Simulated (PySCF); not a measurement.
Molecule: SMILES FC(F)F, CHF3.

Numbering as in the mapped SMILES `[F:1][CH:2]([F:3])[F:4]`. Each H is labelled by its parent atom.

Spin–spin couplings on one PBE0-D3(BJ)/def2-SVP geometry, PySCF 2.14, gas phase, non-relativistic, equivalent pairs averaged; isotopes ¹³C, ¹H, ¹⁹F; functional B3LYP.

Reference values (Hz): ¹J(C2,H(C2)) = 235.6 (measured; gas, zero-density limit; Jackowski, Slowinski, Molecules 2023, 28, 1499); ¹J(C2,F4) = -272.3 (measured; gas, zero-density limit; Jackowski, Slowinski, Molecules 2023, 28, 1499); ²J(F4,H(C2)) = 79.9 (measured; gas, zero-density limit; Jackowski, Slowinski, Molecules 2023, 28, 1499).

Q: How do the couplings (Hz) change with the basis set? Times are CPU seconds on shared hosts with different chips, so compare them loosely. Far from the basis limit: pcJ-0, 6-31G*, def2-TZVP, cc-pVTZ.

A: 
```tsv
basis set	functions	¹J(C2,H(C2))	¹J(C2,F4)	²J(F4,H(C2))	mean abs. error	core-s
pcJ-0	55	197.1	-468.2	63.9	83.5	2.3
6-31G*	58	221.8	-255.1	81.0	10.7	2.6
pcJ-1	118	239.6	-350.5	88.4	30.2	6.4
def2-TZVP	130	230.7	-377.9	82.1	37.6	6.5
cc-pVTZ	134	214.9	-328.5	68.1	29.6	7.1
aug-cc-pVTZ-J	204	246.3	-356.8	92.0	35.7	12
pcJ-2	228	243.0	-351.4	91.1	32.6	14
```

Errors compare magnitudes, without vibrational corrections, and the largest couplings weigh most in the mean. Closest: 6-31G*; furthest: pcJ-0.

The Fermi-contact term samples the wavefunction at the nucleus, which is why sets with added tight s functions (names with J) are made for couplings. Agreement of an ordinary basis with the reference is then largely a cancellation of errors.
